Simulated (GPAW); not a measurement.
Crystal: Mg3Sb2.

```xyz
5
Lattice="4.5820 0.0000 0.0000 -2.2910 3.9681 0.0000 0.0000 0.0000 7.2440" Properties=species:S:1:pos:R:3 pbc="T T T"
Sb    2.2910    1.3227    5.5417
Sb    0.0000    2.6454    1.7023
Mg    0.0000    0.0000    0.0000
Mg    2.2910    1.3227    2.6803
Mg    0.0000    2.6454    4.5637
```

Base run:

| Item | Value |
| --- | --- |
| Program | GPAW 26.7.0 |
| Functional | PBE |
| Potentials or basis | GPAW PAW data sets (gpaw-data 1.2.1) |
| Cutoff | 800 eV |
| Basis | pw |
| k mesh | 5 × 5 × 3 |
| Occupations | fermi-dirac, width 0.05 eV |
| Spin | no spin polarisation |

Its results: band gap on the k mesh 0.22 eV, indirect (least direct gap 1.18 eV); pressure 0.8 GPa; largest force 0.455 eV/Å.

**Question.** The run is repeated on the same cell with these changes: functional from PBE to PBEsol; potentials or basis from GPAW PAW data sets (gpaw-data 1.2.1) to PAW data sets generated in the run's folder for this functional. What comes out?

**Answer.** Band gap on the k mesh 0.22 eV, indirect (least direct gap 1.12 eV); pressure -0.6 GPa; largest force 0.433 eV/Å.

Caveats: spin-orbit coupling is left out, which moves the levels of the heavy elements.

A k mesh can miss the band edges.
